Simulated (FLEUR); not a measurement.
# CdSe (Cadmoselite) (P6_3mc) in FLEUR: band structure with r2SCAN

Aim: the band structure of CdSe (Cadmoselite) with r2SCAN.

All numbers are computed with FLEUR MaX-R8.1 (later development tree); they aren't measurements. Logs are shortened: lines on timing, memory, paths and dates and some standing lists are left out, and cuts for length are marked.

**The experiment to reproduce.**

From a printed reference work, data compilation, for a bulk crystal of CdSe at 2 K: band gap 1.841 eV.

The results are compared with them further down.

**1. The structure**

The structure is hexagonal, space group P6_3mc (No. 186). The conventional cell has a = 4.300 Å, b = 4.300 Å, c = 7.020 Å, α = 90.00°, β = 90.00°, γ = 120.00°. Around Cd (site symmetry 3m) lie 4 Se at 2.61 to 2.70 Å. Around Se (site symmetry 3m) lie 4 Cd at 2.61 to 2.70 Å.

**2. Band structure, r2SCAN**

Input file inp.xml:

```xml
<?xml version="1.0" encoding="UTF-8" standalone="no"?>
<fleurInput fleurInputVersion="0.39">
   <comment>
      CdSe                                                                                                
   </comment>
   <calculationSetup>
      <cutoffs Kmax="4.67" Gmax="14.5" GmaxXC="14.5" numbands="0"/>
      <scfLoop itmax="80" minDistance="0.0001" maxIterBroyd="30" imix="Anderson" alpha="0.05" precondParam="0.0" spinf="2.0" sdNocoIR="T"/>
      <coreElectrons ctail="F" frcor="F" kcrel="0" coretail_lmax="0"/>
      <xcFunctional name="LibXC" relativisticCorrections="F">
         <LibXCName exchange="mgga_x_r2scan" correlation="mgga_c_r2scan"/>
         <AuxGGA exchange="117" correlation="130"/>
      </xcFunctional>
      <magnetism jspins="1"/>
      <soc l_soc="F" theta="0.0" phi="0.0" spav="F"/>
      <expertModes spex="0" secvar="F"/>
      <geometryOptimization l_f="F" forcealpha="1.0" forcemix="BFGS" epsdisp="0.00001" epsforce="0.00001"/>
      <ldaU l_linMix="F" mixParam="0.05" spinf="1.0"/>
   </calculationSetup>
   <cell>
      <bzIntegration valenceElectrons="72.0" mode="hist" fermiSmearingEnergy="0.00183747">
         <kPointListSelection listName="default-1"/>
         <!-- k-points included here -->
         <xi:include xmlns:xi="http://www.w3.org/2001/XInclude" href="kpts.xml"> </xi:include>
[... 35 lines left out ...]
         <energyParameters s="4" p="4" d="4" f="4"/>
         <lo type="SCLO" l="2" n="3" eDeriv="0"/>
         <lo type="SCLO" l="0" n="4" eDeriv="2"/>
         <lo type="SCLO" l="1" n="4" eDeriv="2"/>
         <lo type="SCLO" l="3" n="4" eDeriv="2"/>
      </species>
   </atomSpecies>
   <atomGroups>
      <atomGroup species="Cadmium (Cd)">
         <relPos label="                   1">-1.000/3.000 1.000/3.000 1.000/2.000</relPos>
         <relPos label="                   2">1.000/3.000 -1.000/3.000 .0000000000</relPos>
         <force calculate="T" relaxXYZ="TTT"/>
      </atomGroup>
      <atomGroup species="Selenium (Se)">
         <relPos label="                   3">-1.000/3.000 1.000/3.000 -.1150000000</relPos>
         <relPos label="                   4">1.000/3.000 -1.000/3.000 .3850000000</relPos>
         <force calculate="T" relaxXYZ="TTT"/>
      </atomGroup>
   </atomGroups>
   <output dos="F" band="F" slice="F">
      <checks vchk="F" cdinf="F"/>
      <bandDOS minEnergy="-.5*Htr" maxEnergy="0.5*Htr" sigma="0.015" storeEVData="T"/>
      <vacuumDOS vacdos="F" integ="F" star="F" nstars="0" locx1="0.0" locy1="0.0" locx2="0.0" locy2="0.0" nstm="0" tworkf="0.0"/>
      <unfoldingBand unfoldBand="F" supercellX="1" supercellY="1" supercellZ="1"/>
      <plotting iplot="0" polar="F">
         <plot TwoD="T" vec1="  1.0  0.0  0.0" vec2="  0.0  1.0  0.0" vec3="  0.0  0.0  1.0" zero="  0.0  0.0  0.0" file="plot"/>
      </plotting>
      <chargeDensitySlicing numkpt="0" minEigenval="0.0" maxEigenval="0.0" nnne="0" pallst="F"/>
      <specialOutput eonly="F"/>
      <moessbauerParams electricFieldGradient="T" isomerShift="T" coreHyperfine="T" valenceHyperfine="T"/>
      <magneticCircularDichroism mcd="F" energyLo="-10.0" energyUp="0.0"/>
   </output>
  <!-- We include the file relax.xml here to enable relaxations (see documentation) -->
  <xi:include xmlns:xi="http://www.w3.org/2001/XInclude" href="relax.xml"> <xi:fallback/> </xi:include>
</fleurInput>
```

Input file crystal.txt:

```
CdSe
&input cartesian=F /
4.3000000000  0.0000000000  0.0000000000
-2.1500000000  3.7239092363  0.0000000000
0.0000000000  0.0000000000  7.0200000000
1.8897261246
1.0 1.0 1.0

4
48 0.6666666666  0.3333333332  0.5000000000
48 0.3333333332  0.6666666666  0.0000000000
34 0.6666666666  0.3333333332  0.8850000000
34 0.3333333332  0.6666666666  0.3850000000

&kpt div1=7 div2=7 div3=4 gamma=T /
```

Input file inp.xml (bands):

```
<?xml version="1.0" encoding="UTF-8" standalone="no"?>
<fleurInput fleurInputVersion="0.39">
   <comment>
      CdSe                                                                                                
   </comment>
   <calculationSetup>
      <cutoffs Kmax="4.67" Gmax="14.5" GmaxXC="14.5" numbands="0"/>
      <scfLoop itmax="80" minDistance="0.0001" maxIterBroyd="30" imix="Anderson" alpha="0.05" precondParam="0.0" spinf="2.0" sdNocoIR="T"/>
      <coreElectrons ctail="F" frcor="F" kcrel="0" coretail_lmax="0"/>
      <xcFunctional name="LibXC" relativisticCorrections="F">
         <LibXCName exchange="mgga_x_r2scan" correlation="mgga_c_r2scan"/>
         <AuxGGA exchange="117" correlation="130"/>
      </xcFunctional>
      <magnetism jspins="1"/>
      <soc l_soc="F" theta="0.0" phi="0.0" spav="F"/>
      <expertModes spex="0" secvar="F"/>
      <geometryOptimization l_f="F" forcealpha="1.0" forcemix="BFGS" epsdisp="0.00001" epsforce="0.00001"/>
      <ldaU l_linMix="F" mixParam="0.05" spinf="1.0"/>
   </calculationSetup>
   <cell>
      <bzIntegration valenceElectrons="72.0" mode="hist" fermiSmearingEnergy="0.00183747">
         <kPointListSelection listName="path-1"/>
         <!-- k-points included here -->
         <xi:include xmlns:xi="http://www.w3.org/2001/XInclude" href="kpts.xml"> </xi:include>
      </bzIntegration>
[... 34 lines left out ...]
         <energyParameters s="4" p="4" d="4" f="4"/>
         <lo type="SCLO" l="2" n="3" eDeriv="0"/>
         <lo type="SCLO" l="0" n="4" eDeriv="2"/>
         <lo type="SCLO" l="1" n="4" eDeriv="2"/>
         <lo type="SCLO" l="3" n="4" eDeriv="2"/>
      </species>
   </atomSpecies>
   <atomGroups>
      <atomGroup species="Cadmium (Cd)">
         <relPos label="                   1">-1.000/3.000 1.000/3.000 1.000/2.000</relPos>
         <relPos label="                   2">1.000/3.000 -1.000/3.000 .0000000000</relPos>
         <force calculate="T" relaxXYZ="TTT"/>
      </atomGroup>
      <atomGroup species="Selenium (Se)">
         <relPos label="                   3">-1.000/3.000 1.000/3.000 -.1150000000</relPos>
         <relPos label="                   4">1.000/3.000 -1.000/3.000 .3850000000</relPos>
         <force calculate="T" relaxXYZ="TTT"/>
      </atomGroup>
   </atomGroups>
   <output dos="F" band="T" slice="F">
      <checks vchk="F" cdinf="F"/>
      <bandDOS minEnergy="-.5*Htr" maxEnergy="0.5*Htr" sigma="0.015" storeEVData="T"/>
      <vacuumDOS vacdos="F" integ="F" star="F" nstars="0" locx1="0.0" locy1="0.0" locx2="0.0" locy2="0.0" nstm="0" tworkf="0.0"/>
      <unfoldingBand unfoldBand="F" supercellX="1" supercellY="1" supercellZ="1"/>
      <plotting iplot="0" polar="F">
         <plot TwoD="T" vec1="  1.0  0.0  0.0" vec2="  0.0  1.0  0.0" vec3="  0.0  0.0  1.0" zero="  0.0  0.0  0.0" file="plot"/>
      </plotting>
      <chargeDensitySlicing numkpt="0" minEigenval="0.0" maxEigenval="0.0" nnne="0" pallst="F"/>
      <specialOutput eonly="F"/>
      <moessbauerParams electricFieldGradient="T" isomerShift="T" coreHyperfine="T" valenceHyperfine="T"/>
      <magneticCircularDichroism mcd="F" energyLo="-10.0" energyUp="0.0"/>
   </output>
  <!-- We include the file relax.xml here to enable relaxations (see documentation) -->
  <xi:include xmlns:xi="http://www.w3.org/2001/XInclude" href="relax.xml"> <xi:fallback/> </xi:include>
</fleurInput>
```

Potentials or basis: all-electron, FLAPW.

Run with:

```
$ inpgen -f crystal.txt -profile fastHighL
$ # inp.xml edited to the form shown
$ mpirun -n 4 fleur_MPI -pe_per_kpt 1
$ mpirun -n 4 fleur_MPI -pe_per_kpt 1   # second run, on inp.xml (bands)
```

What it wrote:

```text
Welcome to FLEUR        (www.flapw.de)
      MaX-Release 8.1          (www.max-centre.eu)

 func_ids         498         497         498         497
 func_ids         498         497         498         497
 MetaGGA potential functional detected - V_tau will be computed
 Auxiliary Potential for radial basis: exchange=         117  correlation=         130
The functional 'Re-regularized SCAN exchange by Furness et al' is an exchange functional, it belongs to the 'MGGA' family and is defined in the reference(s):
 func_ids         498         497         498         497
 MetaGGA potential functional detected - V_tau will be computed
 Auxiliary Potential for radial basis: exchange=         117  correlation=         130
The functional 'Re-regularized SCAN exchange by Furness et al' is an exchange functional, it belongs to the 'MGGA' family and is defined in the reference(s):
[1] J. W. Furness, A. D. Kaplan, J. Ning, J. P. Perdew, and J. Sun.,  J. Phys. Chem. Lett. 11, 8208-8215 (2020)
[2] J. W. Furness, A. D. Kaplan, J. Ning, J. P. Perdew, and J. Sun.,  J. Phys. Chem. Lett. 11, 9248-9248 (2020)
The functional 'Re-regularized SCAN correlation by Furness et al' is a correlation functional, it belongs to the 'MGGA' family and is defined in the reference(s):
[1] J. W. Furness, A. D. Kaplan, J. Ning, J. P. Perdew, and J. Sun.,  J. Phys. Chem. Lett. 11, 8208-8215 (2020)
[2] J. W. Furness, A. D. Kaplan, J. Ning, J. P. Perdew, and J. Sun.,  J. Phys. Chem. Lett. 11, 9248-9248 (2020)
 Using same functional for VXC and EXC
 func_ids         498         497         498         497
[... 10 lines left out ...]
[2] J. W. Furness, A. D. Kaplan, J. Ning, J. P. Perdew, and J. Sun.,  J. Phys. Chem. Lett. 11, 9248-9248 (2020)
The functional 'Re-regularized SCAN correlation by Furness et al' is a correlation functional, it belongs to the 'MGGA' family and is defined in the reference(s):
[1] J. W. Furness, A. D. Kaplan, J. Ning, J. P. Perdew, and J. Sun.,  J. Phys. Chem. Lett. 11, 8208-8215 (2020)
[2] J. W. Furness, A. D. Kaplan, J. Ning, J. P. Perdew, and J. Sun.,  J. Phys. Chem. Lett. 11, 9248-9248 (2020)
 Using same functional for VXC and EXC
 MetaGGA potential functional detected - V_tau will be computed
 Auxiliary Potential for radial basis: exchange=         117  correlation=         130
The functional 'Re-regularized SCAN exchange by Furness et al' is an exchange functional, it belongs to the 'MGGA' family and is defined in the reference(s):
[1] J. W. Furness, A. D. Kaplan, J. Ning, J. P. Perdew, and J. Sun.,  J. Phys. Chem. Lett. 11, 8208-8215 (2020)
[2] J. W. Furness, A. D. Kaplan, J. Ning, J. P. Perdew, and J. Sun.,  J. Phys. Chem. Lett. 11, 9248-9248 (2020)
The functional 'Re-regularized SCAN correlation by Furness et al' is a correlation functional, it belongs to the 'MGGA' family and is defined in the reference(s):
[1] J. W. Furness, A. D. Kaplan, J. Ning, J. P. Perdew, and J. Sun.,  J. Phys. Chem. Lett. 11, 8208-8215 (2020)
[2] J. W. Furness, A. D. Kaplan, J. Ning, J. P. Perdew, and J. Sun.,  J. Phys. Chem. Lett. 11, 9248-9248 (2020)
 Using same functional for VXC and EXC

 ========== k-point set info ==========
 Selected k-point list: default-1
 k-point list type: mesh
 7 x 7 x 4
[... 22 lines left out ...]
 Using same functional for VXC and EXC
 Using auxiliary GGA potential for the first iteration of MetaGGA calculation.
The functional 'Hammer, Hansen, and Norskov' is an exchange functional, it belongs to the 'GGA' family and is defined in the reference(s):
[1] B. Hammer, L. B. Hansen, and J. K. Nørskov.,  Phys. Rev. B 59, 7413 (1999)
The functional 'Perdew, Burke & Ernzerhof' is a correlation functional, it belongs to the 'GGA' family and is defined in the reference(s):
[1] J. P. Perdew, K. Burke, and M. Ernzerhof.,  Phys. Rev. Lett. 77, 3865 (1996)
[2] J. P. Perdew, K. Burke, and M. Ernzerhof.,  Phys. Rev. Lett. 78, 1396 (1997)
 Using same functional for VXC and EXC
 Using auxiliary GGA potential for the first iteration of MetaGGA calculation.
The functional 'Hammer, Hansen, and Norskov' is an exchange functional, it belongs to the 'GGA' family and is defined in the reference(s):
[1] B. Hammer, L. B. Hansen, and J. K. Nørskov.,  Phys. Rev. B 59, 7413 (1999)
The functional 'Perdew, Burke & Ernzerhof' is a correlation functional, it belongs to the 'GGA' family and is defined in the reference(s):
[1] J. P. Perdew, K. Burke, and M. Ernzerhof.,  Phys. Rev. Lett. 77, 3865 (1996)
[2] J. P. Perdew, K. Burke, and M. Ernzerhof.,  Phys. Rev. Lett. 78, 1396 (1997)
 Using same functional for VXC and EXC
 Using auxiliary GGA potential for the first iteration of MetaGGA calculation.
The functional 'Hammer, Hansen, and Norskov' is an exchange functional, it belongs to the 'GGA' family and is defined in the reference(s):
[1] B. Hammer, L. B. Hansen, and J. K. Nørskov.,  Phys. Rev. B 59, 7413 (1999)
The functional 'Perdew, Burke & Ernzerhof' is a correlation functional, it belongs to the 'GGA' family and is defined in the reference(s):
[1] J. P. Perdew, K. Burke, and M. Ernzerhof.,  Phys. Rev. Lett. 77, 3865 (1996)
[2] J. P. Perdew, K. Burke, and M. Ernzerhof.,  Phys. Rev. Lett. 78, 1396 (1997)
 Using same functional for VXC and EXC
 Using auxiliary GGA potential for the first iteration of MetaGGA calculation.
 Reset of history
 Reset of history
 Iteration:     1   Distance:      21.45964362 me/bohr^3
The functional 'Hammer, Hansen, and Norskov' is an exchange functional, it belongs to the 'GGA' family and is defined in the reference(s):
[1] B. Hammer, L. B. Hansen, and J. K. Nørskov.,  Phys. Rev. B 59, 7413 (1999)
The functional 'Perdew, Burke & Ernzerhof' is a correlation functional, it belongs to the 'GGA' family and is defined in the reference(s):
[1] J. P. Perdew, K. Burke, and M. Ernzerhof.,  Phys. Rev. Lett. 77, 3865 (1996)
[2] J. P. Perdew, K. Burke, and M. Ernzerhof.,  Phys. Rev. Lett. 78, 1396 (1997)
 Using same functional for VXC and EXC
The functional 'Hammer, Hansen, and Norskov' is an exchange functional, it belongs to the 'GGA' family and is defined in the reference(s):
[1] B. Hammer, L. B. Hansen, and J. K. Nørskov.,  Phys. Rev. B 59, 7413 (1999)
The functional 'Perdew, Burke & Ernzerhof' is a correlation functional, it belongs to the 'GGA' family and is defined in the reference(s):
[1] J. P. Perdew, K. Burke, and M. Ernzerhof.,  Phys. Rev. Lett. 77, 3865 (1996)
[2] J. P. Perdew, K. Burke, and M. Ernzerhof.,  Phys. Rev. Lett. 78, 1396 (1997)
 Using same functional for VXC and EXC
The functional 'Hammer, Hansen, and Norskov' is an exchange functional, it belongs to the 'GGA' family and is defined in the reference(s):
[1] B. Hammer, L. B. Hansen, and J. K. Nørskov.,  Phys. Rev. B 59, 7413 (1999)
The functional 'Perdew, Burke & Ernzerhof' is a correlation functional, it belongs to the 'GGA' family and is defined in the reference(s):
[1] J. P. Perdew, K. Burke, and M. Ernzerhof.,  Phys. Rev. Lett. 77, 3865 (1996)
[... 370 lines left out ...]
 Using same functional for VXC and EXC
The functional 'Hammer, Hansen, and Norskov' is an exchange functional, it belongs to the 'GGA' family and is defined in the reference(s):
[1] B. Hammer, L. B. Hansen, and J. K. Nørskov.,  Phys. Rev. B 59, 7413 (1999)
The functional 'Perdew, Burke & Ernzerhof' is a correlation functional, it belongs to the 'GGA' family and is defined in the reference(s):
[1] J. P. Perdew, K. Burke, and M. Ernzerhof.,  Phys. Rev. Lett. 77, 3865 (1996)
[2] J. P. Perdew, K. Burke, and M. Ernzerhof.,  Phys. Rev. Lett. 78, 1396 (1997)
 Using same functional for VXC and EXC
The functional 'Hammer, Hansen, and Norskov' is an exchange functional, it belongs to the 'GGA' family and is defined in the reference(s):
[1] B. Hammer, L. B. Hansen, and J. K. Nørskov.,  Phys. Rev. B 59, 7413 (1999)
The functional 'Perdew, Burke & Ernzerhof' is a correlation functional, it belongs to the 'GGA' family and is defined in the reference(s):
[1] J. P. Perdew, K. Burke, and M. Ernzerhof.,  Phys. Rev. Lett. 77, 3865 (1996)
[2] J. P. Perdew, K. Burke, and M. Ernzerhof.,  Phys. Rev. Lett. 78, 1396 (1997)
 Using same functional for VXC and EXC
 Iteration:    17   Distance:       0.00007737 me/bohr^3

 ********************************************************************
 Run finished successfully
 Stop message:
   all done
 ********************************************************************
```

Wall time 11 min (4 MPI ranks of Intel Xeon at 2.50GHz (Skylake/Cascade Lake), shared host).

What came out:

```yaml
Free_energy: -436831.8656 eV
Band_gap_on_the_k_mesh: 1.18 eV, direct
Band_gap_along_the_path: 1.18 eV, direct
Valence_electrons_inside_the_program's_atomic_spheres: Cd 18.36; Se 13.62 (radii Cd 2.47, Se 2.1 bohr)
```

Levels at the corners of the path, in eV from the valence-band top:
```tsv
point	band 32	band 33	band 34	band 35	band 36	band 37	band 38	band 39	band 40	band 41
Γ	-0.72	-0.72	-0.02	0.00	0.00	1.18	2.59	6.44	6.44	6.70
M	-3.71	-2.59	-1.88	-1.26	-0.84	3.67	3.71	5.09	6.64	7.17
K	-3.83	-3.12	-1.81	-1.81	-1.80	4.62	5.30	5.30	7.31	7.55
Γ	-0.72	-0.72	-0.02	0.00	0.00	1.18	2.59	6.44	6.44	6.70
A	-2.54	-0.37	-0.37	-0.37	-0.37	2.80	2.80	6.24	6.24	6.80
L	-4.25	-1.39	-1.39	-1.31	-1.31	3.39	3.39	5.23	5.23	8.16
H	-4.13	-2.52	-2.52	-1.08	-1.08	4.29	4.29	6.16	6.16	6.73
A	-2.54	-0.37	-0.37	-0.37	-0.37	2.80	2.80	6.24	6.24	6.80
L	-4.25	-1.39	-1.39	-1.31	-1.31	3.39	3.39	5.23	5.23	8.16
M	-3.71	-2.59	-1.88	-1.26	-0.84	3.67	3.71	5.09	6.64	7.17
K	-3.83	-3.12	-1.81	-1.81	-1.80	4.62	5.30	5.30	7.31	7.55
H	-4.13	-2.52	-2.52	-1.08	-1.08	4.29	4.29	6.16	6.16	6.73
```

Core levels (eV from the Fermi level):
```tsv
atom	levels
1 Cd	1s1/2 -26506.9, 2s1/2 -3930.3, 2p1/2 -3658.0, 2p3/2 -3465.5, 3s1/2 -728.8, 3p1/2 -619.8, 3p3/2 -585.4, 3d3/2 -392.7, 3d5/2 -385.8
2 Cd	1s1/2 -26506.9, 2s1/2 -3930.3, 2p1/2 -3658.0, 2p3/2 -3465.5, 3s1/2 -728.8, 3p1/2 -619.8, 3p3/2 -585.4, 3d3/2 -392.7, 3d5/2 -385.8
3 Se	1s1/2 -12494.8, 2s1/2 -1599.4, 2p1/2 -1433.7, 2p3/2 -1392.0, 3s1/2 -206.4, 3p1/2 -149.8, 3p3/2 -143.9
4 Se	1s1/2 -12494.8, 2s1/2 -1599.4, 2p1/2 -1433.7, 2p3/2 -1392.0, 3s1/2 -206.4, 3p1/2 -149.8, 3p3/2 -143.9
```

Caveat: the meta-GGA is that of a development version, with a GGA for the radial functions and cores and without core tails.

**3. Against experiment**

Step 2. A measured gap of CdSe is 1.841 eV (2 K; a printed reference work, data compilation); the calculated 1.18 eV misses it by -0.66 eV. Spin-orbit coupling on Cd, Se is left out. The value is that of r2SCAN, without temperature or zero-point motion.
